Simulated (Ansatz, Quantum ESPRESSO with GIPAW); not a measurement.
# Mg2H2O3: NMR parameters from first principles

Aim: the magnetic shielding tensor of every site in Mg2H2O3 and the field gradients at its nuclei.

Method: DFT, PBEsol, plane-wave PAW (pslibrary 1.0.0 recipes), scalar-relativistic, GIPAW; a patched development version of the program, in Quantum ESPRESSO with GIPAW 8.0dev (patched build).

## (1) Set-up

The structure is trigonal, space group P-3m1 (No. 164). The conventional cell has a = 3.085 Å, b = 3.085 Å, c = 7.710 Å, α = 90.00°, β = 90.00°, γ = 120.00°. Mg has 6 O at 2.07 to 2.16 Å nearest. Nearest to O lie 6 Mg at 2.16 Å. O has 1 H at 0.97 Å and 3 Mg at 2.07 Å nearest. H has 1 O at 0.97 Å nearest. Farther neighbours and most contacts between anions are not listed.

The cell is an entry of the Crystallography Open Database; it need not be the form that is stable at ambient conditions.

This structure had its atoms relaxed beforehand (DFT, PBEsol, plane-wave PAW (pslibrary 1.0.0 recipes), Quantum ESPRESSO with GIPAW), starting from the database entry, since shieldings follow bond lengths closely.

## (2) Self-consistent run

GIPAW is a response on top of the ground state, so the wavefunctions come first. Their errors pass straight into the induced current, hence the tight threshold. No empty states are asked for: the response is solved without them. The mesh has a spacing of 0.34 Å⁻¹ at most. The PAW files were made with ld1.x from the pslibrary 1.0.0 recipes, with GIPAW reconstruction switched on.

The input, scf.in:

```
&control
  calculation = 'scf'
  prefix = 'x'
  outdir = './tmp/'
  pseudo_dir = './'
/
&system
  ibrav = 0
  nat = 7
  ntyp = 3
  ecutwfc = 65
  ecutrho = 390
  nbnd = 20
/
&electrons
  conv_thr = 1.0d-10
  mixing_beta = 0.7
  electron_maxstep = 100
/
ATOMIC_SPECIES
  Mg 24.305 Mg.pbesol-spnl-kjpaw_psl.1.0.0-gipaw.UPF
  O 15.999 O.pbesol-n-kjpaw_psl.1.0.0-gipaw.UPF
  H 1.008 H.pbesol-kjpaw_psl.1.0.0-gipaw.UPF
CELL_PARAMETERS angstrom
  3.08500000 0.00000000 0.00000000
  -1.54250000 2.67168837 0.00000000
  0.00000000 0.00000000 7.71000000
ATOMIC_POSITIONS crystal
  Mg 0.33333333 0.66666667 0.15848354
  Mg 0.66666667 0.33333333 0.84151646
  O 0.00000000 -0.00000000 0.00000000
  O 0.66666667 0.33333333 0.29421236
  O 0.33333333 0.66666667 0.70578764
  H 0.66666667 0.33333333 0.42009354
  H 0.33333333 0.66666667 0.57990646
K_POINTS automatic
  7 7 3 0 0 0
```

Command:

```
mpirun -np 4 pw.x -nk 4 -in scf.in > scf.out
```

What it wrote:

```text
using ibrav=0 with symmetry is DISCOURAGED, use correct ibrav instead

     bravais-lattice index     =            0
     lattice parameter (alat)  =       5.8298  a.u.
     unit-cell volume          =     428.8367 (a.u.)^3
     number of atoms/cell      =            7
     number of atomic types    =            3
     number of electrons       =        40.00
     number of Kohn-Sham states=           20
     kinetic-energy cutoff     =      65.0000  Ry
     charge density cutoff     =     390.0000  Ry
     scf convergence threshold =      1.0E-10
     mixing beta               =       0.7000
     number of iterations used =            8  plain     mixing
     Exchange-correlation= SLA-PW-PSX-PSC
                           (   1   4  10   8   0   0   0)
[...]
Mg               10.00    24.30500     Mg( 1.00)
     O                 6.00    15.99900     O ( 1.00)
     H                 1.00     1.00800     H ( 1.00)

     12 Sym. Ops., with inversion, found
[...]
number of k points=    20
[...]
Dense  grid:    55867 G-vectors     FFT dimensions: (  40,  40,  96)

     Smooth grid:    30297 G-vectors     FFT dimensions: (  30,  30,  75)

     Check: negative core charge=   -0.000018

     Initial potential from superposition of free atoms

     starting charge      39.9982, renormalised to      40.0000
     Starting wfcs are   24 randomized atomic wfcs

     Self-consistent Calculation

     iteration #  1     ecut=    65.00 Ry     beta= 0.70
     Davidson diagonalization with overlap
     ethr =  1.00E-02,  avg # of iterations =  2.0

     total energy              =    -406.31292544 Ry
     estimated scf accuracy    <       1.80504739 Ry

     iteration #  2     ecut=    65.00 Ry     beta= 0.70
     Davidson diagonalization with overlap
     ethr =  4.51E-03,  avg # of iterations =  5.3

     total energy              =    -407.03415628 Ry
     estimated scf accuracy    <       2.48014404 Ry

     iteration #  3     ecut=    65.00 Ry     beta= 0.70
     Davidson diagonalization with overlap
     ethr =  4.51E-03,  avg # of iterations =  2.6

     total energy              =    -406.92309388 Ry
     estimated scf accuracy    <       0.49325747 Ry

[...]
total energy              =    -407.43510633 Ry
[...]
iteration # 39     ecut=    65.00 Ry     beta= 0.70
     Davidson diagonalization with overlap
     ethr =  5.70E-13,  avg # of iterations =  2.0

     total energy              =    -407.43510633 Ry
     estimated scf accuracy    <          1.3E-10 Ry

     iteration # 40     ecut=    65.00 Ry     beta= 0.70
     Davidson diagonalization with overlap
     ethr =  3.23E-13,  avg # of iterations =  2.4

     End of self-consistent calculation
     [one-electron energies left out]

!    total energy              =    -407.43510633 Ry
     total all-electron energy =     -1252.590927 Ry
     estimated scf accuracy    <          8.8E-11 Ry

     The total energy is the sum of the following terms:
     one-electron contribution =    -289.88451839 Ry
     hartree contribution      =     155.82621566 Ry
     xc contribution           =     -58.49832603 Ry
     ewald contribution        =    -158.65230573 Ry
     one-center paw contrib.   =     -56.22617185 Ry

     convergence has been achieved in  40 iterations
[...]
JOB DONE.
```

It took 37 s on 4 MPI ranks of Arm Neoverse V1, shared host; peak memory 0.38 GiB.

It converged in 40 cycles to an estimated accuracy of 9e-11 Ry, on 20 irreducible k-points.

## (3) Shieldings

The job finds the current that a weak uniform field induces (applied as a long wave, q_gipaw) and the field that this current makes at each nucleus. On atoms with p or d valence electrons much of the paramagnetic part arises close to the nucleus, where the PAW partial waves rebuild the true states. pawproj makes the reconstruction use the PAW data sets' own projectors.

The input, nmr.in:

```
&inputgipaw
  job = 'nmr'
  prefix = 'x'
  tmp_dir = './tmp/'
  restart_mode = 'from_scratch'
  verbosity = 'low'
  q_gipaw = 0.01
  spline_ps = .true.
  conv_threshold = 1.0d-11
  use_nmr_macroscopic_shape = .false.
  pawproj(1) = .true.
  pawproj(2) = .true.
  pawproj(3) = .true.
/
```

Command:

```
mpirun -np 4 gipaw.x -in nmr.in > nmr.out
```

What it wrote:

```text
[banner, memory and clock lines left out]
[a note of our patched build left out]

     Parallelizing q-star over 1 images

     IMPORTANT: XC functional enforced from input :
     Exchange-correlation= PBESOL
                           (   1   4  10   8   0   0   0)
     Any further DFT definition will be discarded
     Please, verify this is what you really want

     Check: negative core charge=   -0.000018
[...]
projs nearly linearly dependent: l=0  n1,n2= 1, 2  s=  0.99970544
[...]
WARNING: some symmetry operations do not permute x, y and z, so the susceptibility and the shape term are
     wrong: all shieldings move alike (in wurtzite BN nosym gave 13 and 6 ppm more at 3 and 6 points an axis).
     Run pw.x with nosym, and raise the mesh until the susceptibility stays

     alpha_pv=    143.6438 eV

     spline_ps is .false., expect some extrapolation errors

     q-space interpolation up to    78.00 Rydberg

     GIPAW job: nmr
     NMR macroscopic correction: no
[...]
Computing the magnetic susceptibility     isolve=0    ethr=  0.1000E-10
     Starting from scratch
     k-point #    1 of    20      pool #  1    cpu time:       0.6
[...]
End of magnetic susceptibility calculation

     f-sum rule (1st term):
           -31.1374         -0.0000          0.0000
            -0.0000        -31.1374          0.0000
             0.0000          0.0000        -31.2005

     f-sum rule (2nd term):
            -0.7793         -0.0000          0.0000
            -0.0000         -0.7793          0.0000
             0.0000          0.0000         -0.7123

     f-sum rule (should be   -31.9122):
           -31.9167         -0.0000          0.0000
            -0.0000        -31.9167          0.0000
             0.0000          0.0000        -31.9128

[... susceptibilities left out ...]
     Contributions to the NMR chemical shifts: -------------------------------

     Macroscopic shape contribution in ppm:                    0.00
             0.0000          0.0000          0.0000
             0.0000          0.0000          0.0000
             0.0000          0.0000          0.0000

     Core contribution in ppm:

     Atom  1  Mg  pos: ( -0.000000  0.577350  0.396080)  core sigma:         412.20
     Atom  2  Mg  pos: (  0.500000  0.288675  2.103109)  core sigma:         412.20
     Atom  3  O   pos: (  0.000000  0.000000  0.000000)  core sigma:         270.50
     Atom  4  O   pos: (  0.500000  0.288675  0.735292)  core sigma:         270.50
     Atom  5  O   pos: ( -0.000000  0.577350  1.763897)  core sigma:         270.50
     Atom  6  H   pos: (  0.500000  0.288675  1.049893)  core sigma:           0.00
     Atom  7  H   pos: ( -0.000000  0.577350  1.449296)  core sigma:           0.00

     Bare contribution in ppm:

     Atom  1  Mg  pos: ( -0.000000  0.577350  0.396080)  bare sigma:          92.92
[...]
Atom  2  Mg  pos: (  0.500000  0.288675  2.103109)  bare sigma:          92.92
[...]
Atom  3  O   pos: (  0.000000  0.000000  0.000000)  bare sigma:          51.21
[...]
Atom  4  O   pos: (  0.500000  0.288675  0.735292)  bare sigma:          64.86
[...]
Atom  5  O   pos: ( -0.000000  0.577350  1.763897)  bare sigma:          64.86
[...]
Atom  6  H   pos: (  0.500000  0.288675  1.049893)  bare sigma:          20.83
[...]
Atom  7  H   pos: ( -0.000000  0.577350  1.449296)  bare sigma:          20.83
[...]
Diamagnetic contribution in ppm:

     Atom  1  Mg  pos: ( -0.000000  0.577350  0.396080)  dia sigma:         168.45
[...]
Atom  2  Mg  pos: (  0.500000  0.288675  2.103109)  dia sigma:         168.45
[...]
Atom  3  O   pos: (  0.000000  0.000000  0.000000)  dia sigma:          17.62
[...]
Atom  4  O   pos: (  0.500000  0.288675  0.735292)  dia sigma:          18.02
[...]
Atom  5  O   pos: ( -0.000000  0.577350  1.763897)  dia sigma:          18.02
[...]
Atom  6  H   pos: (  0.500000  0.288675  1.049893)  dia sigma:           1.04
[...]
Atom  7  H   pos: ( -0.000000  0.577350  1.449296)  dia sigma:           1.04
[...]
Paramagnetic contribution in ppm:

     Atom  1  Mg  pos: ( -0.000000  0.577350  0.396080)  para sigma:         225.51
[...]
Atom  2  Mg  pos: (  0.500000  0.288675  2.103109)  para sigma:         225.51
[...]
Atom  3  O   pos: (  0.000000  0.000000  0.000000)  para sigma:          64.06
[...]
Atom  4  O   pos: (  0.500000  0.288675  0.735292)  para sigma:          90.84
[...]
Atom  5  O   pos: ( -0.000000  0.577350  1.763897)  para sigma:          90.84
[...]
Atom  6  H   pos: (  0.500000  0.288675  1.049893)  para sigma:           0.00
[...]
Atom  7  H   pos: ( -0.000000  0.577350  1.449296)  para sigma:           0.00
[...]
Paramagnetic US occ-occ contribution in ppm:

     Atom  1  Mg  pos: ( -0.000000  0.577350  0.396080)  para_oo sigma:          -1.07
[...]
Atom  2  Mg  pos: (  0.500000  0.288675  2.103109)  para_oo sigma:          -1.07
[...]
Atom  3  O   pos: (  0.000000  0.000000  0.000000)  para_oo sigma:          -2.18
[...]
Atom  4  O   pos: (  0.500000  0.288675  0.735292)  para_oo sigma:          -1.07
[...]
Atom  5  O   pos: ( -0.000000  0.577350  1.763897)  para_oo sigma:          -1.07
[...]
Atom  6  H   pos: (  0.500000  0.288675  1.049893)  para_oo sigma:           0.00
[...]
Atom  7  H   pos: ( -0.000000  0.577350  1.449296)  para_oo sigma:           0.00
[...]
Paramagnetic US L_R Q_R contribution in ppm:

     Atom  1  Mg  pos: ( -0.000000  0.577350  0.396080)  para_lq sigma:        -364.16
[...]
Atom  2  Mg  pos: (  0.500000  0.288675  2.103109)  para_lq sigma:        -364.16
[...]
Atom  3  O   pos: (  0.000000  0.000000  0.000000)  para_lq sigma:        -213.16
[...]
Atom  4  O   pos: (  0.500000  0.288675  0.735292)  para_lq sigma:        -210.22
[...]
Atom  5  O   pos: ( -0.000000  0.577350  1.763897)  para_lq sigma:        -210.22
[...]
Atom  6  H   pos: (  0.500000  0.288675  1.049893)  para_lq sigma:           0.00
[...]
Atom  7  H   pos: ( -0.000000  0.577350  1.449296)  para_lq sigma:           0.00
[...]
Total NMR chemical shifts in ppm: ---------------------------------------
     (adopting the Simpson convention for anisotropy and asymmetry)-----------

     Atom  1  Mg  pos: ( -0.000000  0.577350  0.396080)  Total sigma:         533.84
           536.3899          0.0000         -0.0000
             0.0000        536.3899          0.0000
            -0.0000          0.0000        528.7495

     Mg      1    anisotropy:     -7.64    eta:    0.0000
[...]
Atom  2  Mg  pos: (  0.500000  0.288675  2.103109)  Total sigma:         533.84
[... its tensor is left out ...]
     Atom  3  O   pos: (  0.000000  0.000000  0.000000)  Total sigma:         188.05
           193.9709         -0.0000         -0.0000
             0.0000        193.9709          0.0000
            -0.0000          0.0000        176.1965

     O       3    anisotropy:    -17.77    eta:    0.0000
[...]
Atom  4  O   pos: (  0.500000  0.288675  0.735292)  Total sigma:         232.93
           223.3013          0.0000         -0.0000
             0.0000        223.3013          0.0000
             0.0000         -0.0000        252.1816

     O       4    anisotropy:     28.88    eta:    0.0000
[...]
Atom  5  O   pos: ( -0.000000  0.577350  1.763897)  Total sigma:         232.93
[... its tensor is left out ...]
     Atom  6  H   pos: (  0.500000  0.288675  1.049893)  Total sigma:          21.87
            15.7240          0.0000          0.0000
             0.0000         15.7240         -0.0000
             0.0000         -0.0000         34.1556

     H       6    anisotropy:     18.43    eta:    0.0000
[...]
Atom  7  H   pos: ( -0.000000  0.577350  1.449296)  Total sigma:          21.87
[... its tensor is left out ...]
```

The job ended after 4.8 min (4 MPI ranks; peak memory 0.32 GiB; 19 min of CPU time).

The f-sum rule is met to 0.0045 of 31.9 (0.01 %). Converged shieldings require that this miss be small, but a small miss does not prove them. gipaw.x warns that with these symmetry operations the susceptibility and the shape term are unreliable; the other terms are not touched.

From the symmetric part of each tensor, with principal values σ11 ≤ σ22 ≤ σ33: σ_iso is their mean, the span is σ33 − σ11 and the skew 3(σ_iso − σ22)/span. (gipaw.x prints an anisotropy in another convention.)

```csv
site,atom no.,atoms in cell,σ_iso (ppm),span (ppm),skew
Mg,1,2,533.8,7.6,-1.00
O(1),3,1,188.0,17.8,-1.00
O(2),4,2,232.9,28.9,1.00
H,6,2,21.87,18.43,1.00
```

The macroscopic shape term is switched off. For a spherical sample the valence susceptibility of this run would add about 8 ppm to every site, a rough estimate, since the susceptibility converges slowly and lacks part of the PAW terms, above all in hexagonal and trigonal cells. Differences within the crystal don't depend on it, but shieldings of different compounds can't be compared to better than a few ppm without it.

An axis of order three or more runs through Mg, O(1), O(2) and H, so two principal values coincide and the skew is ±1. In this run the largest span is that of O(2) (site symmetry 3m), with principal values 223.3, 223.3 and 252.2 ppm. On O(2) the most shielded direction lies along its short bond to H: a field along the bond can't mix the bonding orbital with those across it, so the paramagnetic term is smallest there. On H the most shielded direction lies along its short bond to O.

(Part 1 of 2 ends here.)

[Banner, clock, file and message-heading lines were taken out of the pw.x and gipaw.x logs.]

[Logs are printed without paths, hosts, clocks, repeated set-up lines and the standing remarks that a program may print on its own settings, such as how far it seeks lower states.]

[Hosts, paths, dates, database ids (printed as entryN), source tags and the programs' standing remarks are cut or masked in the printed files.]

[Where no reference line passes its bar on scatter, no shift is given, so a measured shift of this compound may stand uncompared.]
